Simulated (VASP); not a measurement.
# BAs (F-43m) in VASP: notebook

Aim: see how the results for BAs move with the level of theory and the settings. Levels: PBE, PBE0. Tasks: single point, relaxation of cell and atoms.

Program: VASP 6.6.1. These are calculated values, not measurements. Logs are shortened: lines on timing, memory, paths and dates and some standing lists are left out, and cuts for length are marked.

### 1 Starting point

The structure is cubic, space group F-43m (No. 216). Conventional cell: a = 4.809 Å, b = 4.809 Å, c = 4.809 Å, α = 90.00°, β = 90.00°, γ = 90.00°. B (site symmetry -43m) has 4 As at 2.08 Å as nearest neighbours. As (site symmetry -43m) is surrounded by 4 B at 2.08 Å.

### 2 Single point, PBE

Input file INCAR:

```
SYSTEM = BAs
PREC = Accurate
ENCUT = 520
EDIFF = 1E-6
ISMEAR = -1
SIGMA = 0.02
LREAL = .FALSE.
LASPH = .TRUE.
NELM = 100
ALGO = Fast
ISIF = 2
LWAVE = .FALSE.
LCHARG = .FALSE.
GGA = PE
NBANDS = 11
```

Input file KPOINTS:

```
regular mesh
0
G
  8 8 8
  0 0 0
```

Input file POSCAR:

```
BAs
1.0
    0.0000000000      2.4044049119      2.4044049119
    2.4044049119      0.0000000000      2.4044049119
    2.4044049119      2.4044049119      0.0000000000
B As
1 1
Direct
    0.0000000000      0.0000000000      0.0000000000
    0.2500000000      0.2500000000      0.2500000000
```

Potentials or basis: VASP PAW PBE potentials, release 64 (B, As).

Command:

```sh
$ cat potpaw_PBE.64/B/POTCAR potpaw_PBE.64/As/POTCAR > POTCAR
$ mpirun -np 1 vasp_std > vasp.out
```

OUTCAR:

```text
SYSTEM = BAs
   PREC = Accurate
   ENCUT = 520
   EDIFF = 1E-6
   ISMEAR = -1
   LREAL = .FALSE.
   LASPH = .TRUE.
   NELM = 100
   ISIF = 2
   GGA = PE

 ion  position               nearest neighbor table
   1  0.000  0.000  0.000-   2 2.08   2 2.08   2 2.08   2 2.08
   2  0.250  0.250  0.250-   1 2.08   1 2.08   1 2.08   1 2.08

  LATTYP: Found a face centered cubic cell.
 ALAT       =     4.8088098238

  Lattice vectors:

 A1 = (   0.0000000000,   2.4044049119,   2.4044049119)
 A2 = (   2.4044049119,   0.0000000000,   2.4044049119)
 A3 = (   2.4044049119,   2.4044049119,   0.0000000000)

Analysis of symmetry for initial positions (statically):
=====================================================================
 Subroutine PRICEL returns:
 Original cell was already a primitive cell.

 Routine SETGRP: Setting up the symmetry group for a
 face centered cubic supercell.

 Subroutine GETGRP returns: Found 24 space group operations
 (whereof 24 operations were pure point group operations)
 out of a pool of 48 trial point group operations.

The static configuration has the point symmetry T_d .

Analysis of symmetry for dynamics (positions and initial velocities):
=====================================================================
 Subroutine PRICEL returns:
 Original cell was already a primitive cell.

 Routine SETGRP: Setting up the symmetry group for a
 face centered cubic supercell.

 Subroutine GETGRP returns: Found 24 space group operations
 (whereof 24 operations were pure point group operations)
 out of a pool of 48 trial point group operations.

The dynamic configuration has the point symmetry T_d .

 Subroutine INISYM returns: Found 24 space group operations
 (whereof 24 operations are pure point group operations),
 and found     1 'primitive' translations

----------------------------------------------------------------------------------------

                                     Primitive cell

  volume of cell :      27.8005

  direct lattice vectors                    reciprocal lattice vectors
     0.000000000  2.404404912  2.404404912    -0.207951663  0.207951663  0.207951663
     2.404404912  0.000000000  2.404404912     0.207951663 -0.207951663  0.207951663
     2.404404912  2.404404912  0.000000000     0.207951663  0.207951663 -0.207951663

  length of vectors
     3.400342036  3.400342036  3.400342036     0.360182846  0.360182846  0.360182846

  position of ions in fractional coordinates (direct lattice)
     0.000000000  0.000000000  0.000000000
     0.250000000  0.250000000  0.250000000

  ion indices of the primitive-cell ions
   primitive index   ion index
                 1           1
                 2           2

----------------------------------------------------------------------------------------

 KPOINTS: regular mesh

Automatic generation of k-mesh.
 Grid dimensions read from file:
 generate k-points for:    8    8    8

 Generating k-lattice:

  Cartesian coordinates                     Fractional coordinates (reciprocal lattice)
    -0.025993958  0.025993958  0.025993958     0.125000000  0.000000000  0.000000000
     0.025993958 -0.025993958  0.025993958     0.000000000  0.125000000  0.000000000
     0.025993958  0.025993958 -0.025993958     0.000000000  0.000000000  0.125000000

  Length of vectors
     0.045022856  0.045022856  0.045022856

  Shift w.r.t. Gamma in fractional coordinates (k-lattice)
     0.000000000  0.000000000  0.000000000

 Subroutine IBZKPT returns following result:
 ===========================================

 Found     29 irreducible k-points:

 Following reciprocal coordinates:
            Coordinates               Weight
  0.000000  0.000000  0.000000      1.000000
  0.125000  0.000000  0.000000      8.000000
  0.250000  0.000000  0.000000      8.000000
  0.375000  0.000000  0.000000      8.000000
  0.500000  0.000000  0.000000      4.000000
  0.125000  0.125000  0.000000      6.000000
[... 16 lines left out ...]
  0.500000  0.250000  0.125000     48.000000
 -0.375000  0.250000  0.125000     24.000000
 [... further k-points ...]
   k-points           NKPTS =     29   k-points in BZ     NKDIM =     29   number of bands    NBANDS=     11
   number of dos      NEDOS =    301   number of ions     NIONS =      2
   total plane-waves  NPLWV =  21952
   dimension x,y,z NGX =    28 NGY =   28 NGZ =   28
   dimension x,y,z NGXF=    56 NGYF=   56 NGZF=   56
   ions per type =               1   1
   NGX,Y,Z   is equivalent  to a cutoff of  13.69, 13.69, 13.69 a.u.
   NGXF,Y,Z  is equivalent  to a cutoff of  27.38, 27.38, 27.38 a.u.
 SYSTEM =  BAs
   PREC   = accura    normal or accurate (medium, high low for compatibility)
   ISTART =      0    job   : 0-new  1-cont  2-samecut
   ICHARG =      2    charge: 1-file 2-atom 10-const
   ISPIN  =      1    spin polarized calculation?
   LNONCOLLINEAR =      F non collinear calculations
   LSORBIT =      F    spin-orbit coupling
   LASPH  =      T    aspherical Exc in radial PAW
   ENCUT  =  520.0 eV  38.22 Ry    6.18 a.u.   6.32  6.32  6.32*2*pi/ulx,y,z
   NELM   =    100;   NELMIN=  2; NELMDL= -5     # of ELM steps
   EDIFF  = 0.1E-05   stopping-criterion for ELM
   LREAL  =      F    real-space projection
   EDIFFG = 0.1E-04   stopping-criterion for IOM
   NSW    =      0    number of steps for IOM
   IBRION =     -1    ionic relax: 0-MD 1-quasi-New 2-CG
   NFREE  =      0    steps in history (QN), initial steepest desc. (CG)
   ISIF   =      2    stress and relaxation
   ISYM   =      2    0-nonsym 1-usesym 2-fastsym
   POTIM  = 0.5000    time-step for ionic-motion
   TEBEG  =    0.0;   TEEND  =   0.0 temperature during run
   PSTRESS=    0.0 pullay stress
   NELECT =       8.0000    total number of electrons
   NUPDOWN=      -1.0000    fix difference up-down
   EMIN   =  10.00;   EMAX   =-10.00  energy-range for DOS
   EFERMI =   0.00;   METHOD = LEGACY
   ISMEAR =    -1;   SIGMA  =   0.02  broadening in eV -4-tet -1-fermi 0-gaus
   EFERMI_NEDOS =   21; number of points for ismear=-14 and -15
   IALGO  =     68    algorithm
   IMIX   =      4    mixing-type and parameters
     AMIX     =   0.40;   BMIX     =  1.00
     AMIX_MAG =   1.60;   BMIX_MAG =  1.00
  volume/ion in A,a.u.               =      13.90        93.80
  Fermi-wavevector in a.u.,A,eV,Ry     =   1.080821  2.042456 15.893981  1.168175
  Thomas-Fermi vector in A             =   2.216822
   LORBIT       =      0    0 simple, 1 ext, 2 COOP (PROOUT), +10 PAW based schemes
   GGA     = PE    functional components
   LHFCALC =     F    Hartree Fock is set to
   AEXX    =    0.0000 exact exchange contribution
   IVDW    =     0    specifies the selected vdW correction
   LEPSILON=     F    determine dielectric tensor
   LRPA    =     F    only Hartree local field effects (RPA)
 non-spin polarized calculation
 RMM-DIIS sequential band-by-band and
  energy-cutoff  :      520.00
  volume of cell :       27.80
 maximum number of plane-waves:       763
 NGX is ok and might be reduce to    28
   NGX = 13   NGY = 13   NGZ = 13

 number of electron       8.0000000 magnetization

 Free energy of the ion-electron system (eV)
  ---------------------------------------------------
  ext. energy  EPLUGINS =         0.00000000
  ---------------------------------------------------
  free energy    TOTEN  =       -11.41120845 eV

  energy without entropy =      -11.41120845  energy(sigma->0) =      -11.41120845

 E-fermi :   6.3969     XC(G=0): -10.4977

 val. band max:        5.9091459437   @ k =   0.0000   0.0000   0.0000
 cond. band min:       7.1171502432   @ k =   0.3750   0.3750   0.0000
 fundamental gap:      1.2080042995
 Fermi energy:         6.3969332207

 k-point     1 :       0.0000    0.0000    0.0000
  band No.  band energies     occupation
      1      -9.3121      2.00000
      2       5.9091      2.00000
      3       5.9091      2.00000
      4       5.9091      2.00000
      5       9.1606      0.00000
      6       9.1606      0.00000
      7       9.1606      0.00000
      8      10.3441      0.00000
      9      15.3965      0.00000
     10      18.7791      0.00000
     11      18.7791      0.00000

 k-point     2 :       0.1250    0.0000    0.0000
  band No.  band energies     occupation
      1      -9.0609      2.00000
      2       3.9624      2.00000
      3       5.4806      2.00000
      4       5.4806      2.00000
      5       9.2234      0.00000
      6       9.7256      0.00000
      7       9.7256      0.00000
      8      11.6768      0.00000
      9      16.3251      0.00000
     10      17.4730      0.00000
     11      17.4730      0.00000

 k-point     3 :       0.2500    0.0000    0.0000
  band No.  band energies     occupation
      1      -8.3301      2.00000
      2       1.0324      2.00000
      3       4.7830      2.00000
      4       4.7830      2.00000
      5       8.8704      0.00000
      6      10.5167      0.00000
      7      10.5167      0.00000
      8      13.6661      0.00000
      9      17.0860      0.00000
     10      17.0860      0.00000
     11      17.0999      0.00000
[... 267 lines left out ...]
 k-point    23 :       0.5000    0.2500    0.1250
  band No.  band energies     occupation
      1      -6.6494      2.00000
      2      -1.1654      2.00000
      3       1.5493      2.00000
      4       3.2281      2.00000
      5       9.7237      0.00000
      6      10.9054      0.00000
      7      12.3613      0.00000
      8      13.8737      0.00000
      9      17.2146      0.00000
     10      19.1087      0.00000
     11      21.2329      0.00000

 k-point    24 :      -0.3750    0.2500    0.1250
  band No.  band energies     occupation
      1      -5.9517      2.00000
      2      -2.2569      2.00000
      3       1.4232      2.00000
      4       2.9017      2.00000
      5       9.8373      0.00000
      6      10.6192      0.00000
      7      13.2590      0.00000
      8      14.8126      0.00000
      9      16.1814      0.00000
     10      19.9646      0.00000
     11      21.0127      0.00000

 [... further k-points ...]

------------------------ aborting loop because EDIFF is reached ----------------------------------------

  FORCE on cell =-STRESS in cart. coord.  units (eV):
  Direction    XX          YY          ZZ          XY          YZ          ZX
  --------------------------------------------------------------------------------------
  -------------------------------------------------------------------------------------
  Total        0.1106280      0.1106280      0.1106280     -0.0000000      0.0000000      0.0000000
  in kB        6.3756278      6.3756278      6.3756278     -0.0000000      0.0000000      0.0000000
  external PRESSURE =       6.3756278 kB  Pullay stress =       0.0000000 kB

 VOLUME and BASIS-vectors are now :
 -----------------------------------------------------------------------------
  energy-cutoff  :      520.00
  volume of cell :       27.80
      direct lattice vectors                 reciprocal lattice vectors
     0.000000000  2.404404912  2.404404912    -0.207951663  0.207951663  0.207951663
     2.404404912  0.000000000  2.404404912     0.207951663 -0.207951663  0.207951663
     2.404404912  2.404404912  0.000000000     0.207951663  0.207951663 -0.207951663

 POSITION                                       TOTAL-FORCE (eV/Angst)
 -----------------------------------------------------------------------------------
      0.00000      0.00000      0.00000         0.000000      0.000000      0.000000
      1.20220      1.20220      1.20220        -0.000000     -0.000000     -0.000000
 -----------------------------------------------------------------------------------
    total drift:                               -0.000000     -0.000000     -0.000000

  FREE ENERGIE OF THE ION-ELECTRON SYSTEM (eV)
  ---------------------------------------------------
  free  energy   TOTEN  =       -11.4112084534 eV

  energy  without entropy=      -11.4112084534  energy(sigma->0) =      -11.41120845
```

Wall time 7.8 s (1 thread of Intel Xeon Platinum 8488C (Sapphire Rapids), shared host); peak memory 0.15 GiB.

Results:

| Property | Result |
| --- | --- |
| Free energy | -11.4112 eV |
| Pressure | 0.6 GPa |
| Band gap on the k mesh | 1.21 eV, indirect (least direct gap 3.25 eV) |

Levels at points of the mesh, in eV from the valence-band top:
```tsv
k point	band 1	band 2	band 3	band 4	band 5	band 6	band 7	band 8
(0.00, 0.00, 0.00)	-15.22	0.00	0.00	0.00	3.25	3.25	3.25	4.43
(0.50, 0.00, 0.00)	-12.42	-8.64	-1.79	-1.79	2.58	4.76	4.76	8.82
(0.50, 0.50, 0.00)	-11.14	-8.42	-4.00	-4.00	1.45	1.46	11.18	11.18
```

### 3 Relaxation of cell and atoms, PBE

This run uses another cell than the first one, of 13.63 Å³/atom, 0.980 times its volume.

Input file INCAR:

```
SYSTEM = BAs
ALGO = Fast
EDIFF = 1E-6
EDIFFG = -0.005
ENCUT = 600
GGA = PE
IBRION = 2
ISIF = 3
ISMEAR = -1
LASPH = .TRUE.
LCHARG = .FALSE.
LREAL = .FALSE.
LWAVE = .FALSE.
NELM = 100
NSW = 80
PREC = Accurate
SIGMA = 0.02
```

Input file KPOINTS:

```
k-points
0
G
  8 8 8
  0 0 0
```

Input file POSCAR:

```
BAs
1.0
    0.0000000000      2.3885000000      2.3885000000
    2.3885000000      0.0000000000      2.3885000000
    2.3885000000      2.3885000000      0.0000000000
B As
1 1
Direct
    0.0000000000      0.0000000000      0.0000000000
    0.2500000000      0.2500000000      0.2500000000
```

Potentials or basis: VASP PAW PBE potentials, release 64 (B, As).

Command:

```sh
$ cat potpaw_PBE.64/B/POTCAR potpaw_PBE.64/As/POTCAR > POTCAR
$ mpirun -np 1 vasp_std > vasp.out
```

OUTCAR:

```text
SYSTEM = BAs
   EDIFF = 1E-6
   EDIFFG = -0.005
   ENCUT = 600
   GGA = PE
   IBRION = 2
   ISIF = 3
   ISMEAR = -1
   LASPH = .TRUE.
   LREAL = .FALSE.
   NELM = 100
   NSW = 80
   PREC = Accurate

 ion  position               nearest neighbor table
   1  0.000  0.000  0.000-   2 2.07   2 2.07   2 2.07   2 2.07
   2  0.250  0.250  0.250-   1 2.07   1 2.07   1 2.07   1 2.07

  LATTYP: Found a face centered cubic cell.
 ALAT       =     4.7770000000

  Lattice vectors:

 A1 = (   0.0000000000,   2.3885000000,   2.3885000000)
 A2 = (   2.3885000000,   0.0000000000,   2.3885000000)
 A3 = (   2.3885000000,   2.3885000000,   0.0000000000)

Analysis of symmetry for initial positions (statically):
=====================================================================
 Subroutine PRICEL returns:
 Original cell was already a primitive cell.

 Routine SETGRP: Setting up the symmetry group for a
 face centered cubic supercell.

 Subroutine GETGRP returns: Found 24 space group operations
 (whereof 24 operations were pure point group operations)
 out of a pool of 48 trial point group operations.

The static configuration has the point symmetry T_d .

Analysis of symmetry for dynamics (positions and initial velocities):
=====================================================================
 Subroutine PRICEL returns:
 Original cell was already a primitive cell.

 Routine SETGRP: Setting up the symmetry group for a
 face centered cubic supercell.

 Subroutine GETGRP returns: Found 24 space group operations
 (whereof 24 operations were pure point group operations)
 out of a pool of 48 trial point group operations.

The dynamic configuration has the point symmetry T_d .

 Subroutine INISYM returns: Found 24 space group operations
 (whereof 24 operations are pure point group operations),
 and found     1 'primitive' translations

----------------------------------------------------------------------------------------

[... 123 lines left out ...]
 conjugate gradient relaxation of ions
 non-spin polarized calculation
 RMM-DIIS sequential band-by-band and
  energy-cutoff  :      600.00
  volume of cell :       27.25
 maximum number of plane-waves:       941
   NGX = 13   NGY = 13   NGZ = 13

--------------------------------------- Ionic step        1  -------------------------------------------

 number of electron       8.0000000 magnetization

 Free energy of the ion-electron system (eV)
  ---------------------------------------------------
  ext. energy  EPLUGINS =         0.00000000
  ---------------------------------------------------
  free energy    TOTEN  =       -11.40512158 eV

  energy without entropy =      -11.40512158  energy(sigma->0) =      -11.40512158

------------------------ aborting loop because EDIFF is reached ----------------------------------------

  FORCE on cell =-STRESS in cart. coord.  units (eV):
  Direction    XX          YY          ZZ          XY          YZ          ZX
  --------------------------------------------------------------------------------------
  -------------------------------------------------------------------------------------
  Total        0.5805432      0.5805432      0.5805432      0.0000000     -0.0000000      0.0000000
  in kB       34.1302424     34.1302424     34.1302424      0.0000000     -0.0000000      0.0000000
  external PRESSURE =      34.1302424 kB  Pullay stress =       0.0000000 kB
[... 59 lines left out ...]
--------------------------------------- Ionic step        3  -------------------------------------------

 number of electron       8.0000000 magnetization

 Free energy of the ion-electron system (eV)
  ---------------------------------------------------
  ext. energy  EPLUGINS =         0.00000000
  ---------------------------------------------------
  free energy    TOTEN  =       -11.41219561 eV

  energy without entropy =      -11.41219561  energy(sigma->0) =      -11.41219561

 E-fermi :   6.2478     XC(G=0): -10.4775

 val. band max:        5.8577701875   @ k =   0.0000   0.0000   0.0000
 cond. band min:       7.0706937984   @ k =   0.3750   0.3750   0.0000
 fundamental gap:      1.2129236109
 Fermi energy:         6.2478348981

 k-point     1 :       0.0000    0.0000    0.0000
  band No.  band energies     occupation
      1      -9.3212      2.00000
      2       5.8578      2.00000
      3       5.8578      2.00000
      4       5.8578      2.00000
      5       9.1034      0.00000
      6       9.1034      0.00000
      7       9.1034      0.00000
      8      10.2342      0.00000
[... 243 lines left out ...]
 k-point    24 :      -0.3750    0.2500    0.1250
  band No.  band energies     occupation
      1      -5.9809      2.00000
      2      -2.2788      2.00000
      3       1.3898      2.00000
      4       2.8659      2.00000
      5       9.7763      0.00000
      6      10.5565      0.00000
      7      13.1824      0.00000
      8      14.7327      0.00000

 [... further k-points ...]
[... 5 lines left out ...]
  --------------------------------------------------------------------------------------
  -------------------------------------------------------------------------------------
  Total        0.0020299      0.0020299      0.0020299      0.0000000     -0.0000000      0.0000000
  in kB        0.1164364      0.1164364      0.1164364      0.0000000     -0.0000000      0.0000000
  external PRESSURE =       0.1164364 kB  Pullay stress =       0.0000000 kB
[... 17 lines left out ...]
  FREE ENERGIE OF THE ION-ELECTRON SYSTEM (eV)
  ---------------------------------------------------
  free  energy   TOTEN  =       -11.4121956068 eV

  energy  without entropy=      -11.4121956068  energy(sigma->0) =      -11.41219561

 reached required accuracy - stopping structural energy minimisation
```

Wall time 12 s (1 thread of Intel Xeon Platinum 8488C (Sapphire Rapids), shared host); peak memory 0.16 GiB.

What came out:

```yaml
Free_energy: -11.4122 eV
Relaxed_volume: 13.97 Å³/atom
Relaxed_cell: a = 3.406 Å, b = 3.406 Å, c = 3.406 Å, α = 60.00°, β = 60.00°, γ = 60.00°
Space_group_after_relaxing_to_0.05_Å: F-43m (No. 216)
Energy_gained_by_relaxing: 3.5 meV/atom
Ionic_steps: 3
Pressure_after_relaxing: 0.0 GPa
Band_gap_on_the_k_mesh: 1.21 eV, indirect (least direct gap 3.25 eV)
```

Step by step:
```
step  energy change (eV)  largest force (eV/Å)  pressure (GPa)  volume (Å³)
   1              0.0000                0.0000            3.41        27.25
   2             -0.0037                0.0000           -2.18        28.41
   3             -0.0071                0.0000            0.01        27.93
```

Final structure:
```
CELL_PARAMETERS angstrom
0.00000 2.40817 2.40817
2.40817 0.00000 2.40817
2.40817 2.40817 0.00000
ATOMIC_POSITIONS crystal
B 0.00000 0.00000 0.00000
As 0.25000 0.25000 0.25000
```

A k mesh can miss the band edges. Zero-point motion and thermal expansion aren't in these numbers.

[end of part 1 of 2]
